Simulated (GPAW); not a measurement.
The system is Mo.

```
CELL_PARAMETERS angstrom
-1.58381 1.58381 1.58381
1.58381 -1.58381 1.58381
1.58381 1.58381 -1.58381
ATOMIC_POSITIONS crystal
Mo 0.00000 0.00000 0.00000
```

```yaml
Program: GPAW 26.7.0
Task: relaxation of cell and atoms
Functional: LDA
Potentials_or_basis: the program's PAW data sets (release 1.2.1) made for this functional
Cutoff: 600 eV
Basis: pw
k_mesh: 12 × 12 × 12
Occupations: fermi-dirac, width 0.05 eV
Spin: no spin polarisation
```

At the start: pressure -15.0 GPa; volume 15.89 Å³/atom.

Q: How do energy, volume and symmetry change on relaxing?

A: Over 3 steps the energy falls by 43.6 meV/atom and the volume is 15.00 Å³/atom (-5.6 %); space group Im-3m (No. 229, to 0.05 Å).

Step by step:
```csv
step,energy change (eV),largest force (eV/Å),pressure (GPa),volume (Å³)
1,0.0000,0.0000,-15.02,15.89
2,-0.0431,0.0000,1.78,14.91
3,-0.0436,0.0000,-0.12,15.00
```

Final structure:
```cif
data_structure
_symmetry_space_group_name_H-M 'P 1'
_symmetry_Int_Tables_number 1
_cell_length_a 2.6912
_cell_length_b 2.6912
_cell_length_c 2.6912
_cell_angle_alpha 109.471
_cell_angle_beta 109.471
_cell_angle_gamma 109.471
_cell_volume 15.00
loop_
_atom_site_label
_atom_site_type_symbol
_atom_site_fract_x
_atom_site_fract_y
_atom_site_fract_z
_atom_site_occupancy
Mo1 Mo 0.00000 0.00000 0.00000 1
```

Caveat: later steps reuse the first step's grids.
